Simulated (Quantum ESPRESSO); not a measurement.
**I under changes of volume**

One of the cells (40.553 Å³/atom); the others are scaled copies at fixed shape and fractional positions:

```
I
1.0
     0.00000    2.36560    3.90984
     2.19225    0.00000    3.90984
     2.19225    2.36560    0.00000
I
1
Direct
  0.00000 0.00000 0.00000
```

| Quantity | Value |
| --- | --- |
| Program | Quantum ESPRESSO 7.5 |
| Functional | PBEsol |
| Potentials or basis | PseudoDojo 0.4.1 SR PBEsol standard |
| Cutoff | 952 eV |
| Density cutoff | 3810 eV |
| k mesh | 9 × 9 × 9 |
| Occupations | fermi-dirac, width 0.05 eV |
| Spin | no spin polarisation |

| volume (Å³/atom) | energy over the lowest point (meV/atom) | pressure (GPa) |
| --- | --- | --- |
| 38.120 | 0.00 | 0.3 |
| 38.931 | ? | ? |
| 39.742 | 3.11 | -0.9 |
| 40.553 | 8.84 | -1.4 |
| 41.364 | 16.89 | -1.8 |
| 42.175 | 26.95 | -2.2 |
| 42.986 | 38.77 | -2.5 |

Task: What does the run at 38.931 Å³/atom give?

Result: Energy over the lowest point 0.04 meV/atom; pressure -0.3 GPa.

Worked out: A Birch-Murnaghan fit of order 3 (a polynomial in V^(-2/3)) to the other rows has its minimum at 38.51 Å³/atom with B0 = V·E''(V) = 31 GPa and B' = 5.4 at fixed shape and positions, which overstates the stiffness. It gives 0.03 meV/atom at 38.931 Å³/atom, against the run's 0.04, and -dE/dV = -0.3 GPa, against -0.3.

Energies are extrapolated to zero smearing.

Caveats: an odd number of electrons without spin polarisation forces a metal; a magnetic or distorted state may lie lower.
